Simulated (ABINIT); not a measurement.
C: single point with LDA

C:

```
CELL_PARAMETERS angstrom
0.00000 1.78337 1.78337
1.78337 0.00000 1.78337
1.78337 1.78337 0.00000
ATOMIC_POSITIONS crystal
C 0.75000 0.75000 0.75000
C 0.50000 0.50000 0.50000
```

This isn't the form of C at room conditions, which is graphite.

```
Program             : ABINIT 10.8.3 (patched build)
Task                : single point
Functional          : LDA
Potentials or basis : PseudoDojo NC SR LDA v0.4 stringent
Cutoff              : 1007 eV
k mesh              : 10 × 10 × 10
Occupations         : fermi-dirac, width 0.05 eV
Spin                : no spin polarisation
```

```
Pressure                                          : -12.0 GPa
Band gap on the k mesh                            : 4.18 eV, indirect (least direct gap 5.56 eV)
All electrons inside the program's atomic spheres : C 4.65, 4.69 (radii [1.0584] Å)
```

Levels at points of the mesh, in eV from the valence-band top:
| k point | band 1 | band 2 | band 3 | band 4 | band 5 | band 6 | band 7 | band 8 |
| --- | --- | --- | --- | --- | --- | --- | --- | --- |
| (0.00, 0.00, 0.00) | -21.35 | 0.00 | 0.00 | 0.00 | 5.56 | 5.56 | 5.56 | 13.52 |
| (0.50, 0.00, 0.00) | -15.51 | -13.39 | -2.81 | -2.81 | 8.43 | 8.43 | 9.04 | 15.40 |
| (0.50, 0.50, 0.00) | -12.64 | -12.64 | -6.32 | -6.32 | 4.76 | 4.76 | 16.62 | 16.62 |

Run time: 11 s on 1 thread of Arm Neoverse N1 (shared host), peak memory 0.06 GiB.

A k mesh can miss the band edges. As with any semilocal functional, this LDA gap is likely too small.
